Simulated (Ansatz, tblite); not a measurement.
# SnO with GFN2-xTB from a Python script

These are simulated results from tblite 0.8.0, not measurements. The cell was built from a prototype and was relaxed with r2SCAN in plane waves (Ansatz 0.2.0). Not every such cell is a known phase. All runs are without spin polarisation.

Space group P6_3mc (No. 186), hexagonal; a = 3.298 Å, c = 9.216 Å in the conventional setting, 21.71 Å³ an atom. Around Sn lie 3 O at 2.16 Å; around O lie 3 Sn at 2.16 Å.

tblite solves periodic systems at the zone centre alone, so the script builds a cluster of 3×3×1 conventional cells (36 atoms), which folds in a coarse mesh of k points.

Input script:

```python
import json
from ase import Atoms
from ase.build import make_supercell
from ase.units import Bohr, GPa, Hartree
from tblite.interface import Calculator

atoms = Atoms(['Sn', 'Sn', 'O', 'O'],
              cell=[[3.298156, 0.0, -0.0], [-1.649078, 2.856287, 0.0], [-0.0, 0.0, 9.21637]],
              scaled_positions=[[0.333333, 0.666667, -0.006637], [0.666667, 0.333333, 0.493363], [0.333333, 0.666667, 0.381637], [0.666667, 0.333333, 0.881637]],
              pbc=True)
cluster = make_supercell(atoms, [[3, 0, 0], [0, 3, 0], [0, 0, 1]])
calc = Calculator('GFN2-xTB', cluster.numbers, cluster.positions / Bohr, lattice=cluster.cell[:] / Bohr, periodic=cluster.pbc)
calc.set('temperature', 0.02 / Hartree)
calc.set('max-iter', 150)
res = calc.singlepoint()
levels = res.get('orbital-energies') * Hartree
nv = round(res.get('orbital-occupations').sum() / 2)
cells = len(cluster) // len(atoms)
out = {'energy_per_cell': res.get('energy') * Hartree / cells, 'homo': levels[nv - 1], 'lumo': levels[nv],
       'stress': (-res.get('virial') * Hartree / cluster.get_volume() / GPa).tolist(), 'charges': res.get('charges')[:len(atoms)].tolist(), 'electrons': 2 * nv / cells}
json.dump(out, open('results.json', 'w'))
for key, value in out.items():
    print(key, value)
```

Command: `python run.py`. It took 3.3 s on 1 thread of AMD EPYC 7B13 (Zen 3) (shared host), peak memory 0.096 GiB.

What it printed:

```
------------------------------------------------------------
  cycle        total energy    energy error   density error
------------------------------------------------------------
      1     -107.2744121385  -1.0733297E+02   7.7175031E-01
      2     -111.3619852733  -4.0875731E+00   1.0439871E+00
      3     -110.7304662386   6.3151903E-01   1.1203154E+00
      4     -102.4954268656   8.2350394E+00   9.0262476E-01
      5     -111.9186558454  -9.4232290E+00   1.1296188E-01
      6     -112.3410580574  -4.2240221E-01   2.9023575E-02
      7     -112.3374022666   3.6557908E-03   5.6100363E-02
      8     -112.3470646034  -9.6623368E-03   3.6251779E-02
      9     -112.3556905809  -8.6259775E-03   1.0369521E-02
     10     -112.3559040619  -2.1348098E-04   1.1315975E-02
     11     -112.3560264414  -1.2237946E-04   1.2841042E-02
     12     -112.3572576044  -1.2311630E-03   9.8721956E-03
     13     -112.3575598890  -3.0228467E-04   8.7273491E-03
     14     -112.3581759611  -6.1607211E-04   4.4177705E-03
     15     -112.3582996080  -1.2364688E-04   1.6849757E-03
     16     -112.3583036668  -4.0588157E-06   1.4868682E-03
     17     -112.3583024749   1.1919016E-06   1.5813911E-03
     18     -112.3583080313  -5.5564142E-06   1.3583209E-03
     19     -112.3583158460  -7.8146815E-06   8.7081678E-04
     20     -112.3583183786  -2.5326129E-06   5.5284412E-04
     21     -112.3583187391  -3.6045654E-07   4.9032956E-04
     22     -112.3583185757   1.6337877E-07   5.2005337E-04
     23     -112.3583183988   1.7690384E-07   5.5035357E-04
     24     -112.3583186497  -2.5092186E-07   5.0447345E-04
     25     -112.3583199625  -1.3127333E-06   1.4230316E-04
     26     -112.3583200808  -1.1835131E-07   4.8312215E-05
     27     -112.3583200990  -1.8163249E-08   9.8872440E-06
------------------------------------------------------------

 total:                                   2.625 sec
energy_per_cell -339.7139579180965
homo -11.94312598796162
lumo -9.119094090152158
stress [[6.659331690296944, -1.857671600470706e-05, -9.596526549513756e-07], [-1.8576716004606238e-05, 6.659308416751546, 5.557884362933569e-07], [-9.596526549343577e-07, 5.557884363155864e-07, -3.0452534213197486]]
charges [0.4934933170650341, 0.49349313824664537, -0.4934923971163243, -0.4934926254436207]
electrons 20.0
```

The cycle table is in hartree for the whole cluster, and the lines after it are in eV (the energy for one cell). The printed stress is in GPa and positive in compression, and the pressure is its mean diagonal.

GFN2-xTB gives a gap of 2.82 eV. On the same cell, plane-wave PBE (Ansatz, 12×12×4 k points and the special points) gives a gap of 1.39 eV and r2SCAN a gap of 1.60 eV; on shared hosts these took about 8.7 and 20 core-seconds on the 4-atom cell, against 3.3 for the script. Spin-orbit coupling, left out in all these runs, can cut or reorder the gap by tenths of an eV, up to about 1 eV with Pb or Bi. xTB was fitted to molecules, so gaps, charges and pressures of solids can be far off, and the gap also depends on the size of the cluster.

The same script was run on cells scaled at fixed shape and fractional coordinates:

```tsv
volume (Å³/atom)	energy (meV/atom)	pressure (GPa, positive in compression)	gap (eV)
19.10	101.6	9.20	2.93
20.40	38.7	6.16	2.87
21.71	0.0	3.42	2.82
23.01	-18.2	1.16	2.79
24.31	-19.9	-0.65	2.76
```

A Birch-Murnaghan fit puts the minimum at 23.79 Å³/atom, 9.6 % above the given cell, with a bulk modulus of 33.3 GPa at fixed shape.

xTB was fitted mostly to molecules, and a small cluster samples few k points, so gaps, pressures and kinks along a curve can be far from a solid's.

No spin-orbit coupling is included; it can move band edges with weight on the heavy atoms by tenths of an eV.
